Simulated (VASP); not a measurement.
**InP: single point with r2SCAN**

**What was measured.**

From a printed reference work, data compilation, for a bulk crystal of InP at 1.6 K: band gap 1.4236 eV (direct).

InP:

```
In P
1.0
     0.00000    2.95357    2.95357
     2.95357    0.00000    2.95357
     2.95357    2.95357    0.00000
In P
1 1
Cartesian
  0.0000 0.0000 0.0000
  4.4304 4.4304 4.4304
```

| Item | Value |
| --- | --- |
| Program | VASP 6.6.1 |
| Task | single point |
| Functional | r2SCAN |
| Potentials or basis | VASP PAW PBE potentials, release 64 (In_d, P) |
| Cutoff | 520 eV |
| k mesh | 8 × 8 × 8 |
| Occupations | gaussian, width 0.02 eV |
| Spin | no spin polarisation |
| Dipole correction | no |
| Further INCAR settings | ALGO = Normal; EDIFF = 1e-06; NBANDS = 16 |

| Item | Value |
| --- | --- |
| Pressure | -0.1 GPa |
| Band gap on the k mesh | 1.03 eV, direct |

Levels at points of the mesh, in eV from the valence-band top:
```
           k point  band 6  band 7  band 8  band 9  band 10  band 11  band 12  band 13
(0.00, 0.00, 0.00)  -11.84    0.00    0.00    0.00     1.03     4.44     4.44     4.44
(0.50, 0.00, 0.00)  -10.11   -5.75   -0.97   -0.97     1.80     5.16     5.16     7.50
(0.50, 0.50, 0.00)   -9.46   -5.77   -2.33   -2.33     2.04     2.55     9.73    10.15
```

Wall time 120 s on 1 thread of AMD EPYC 7R43 64-Core Processor (Zen 3) (shared host), peak memory 0.15 GiB.

A measured gap of InP is 1.4236 eV (direct; 1.6 K; a printed reference work, data compilation); the calculated 1.03 eV misses it by -0.39 eV. Spin-orbit coupling on In is left out. The value is that of r2SCAN, without temperature or zero-point motion.

Caveat: the PAW data sets were made with another functional, which shifts forces and pressure a little; spin-orbit coupling is left out, which moves the levels of the heavy elements.
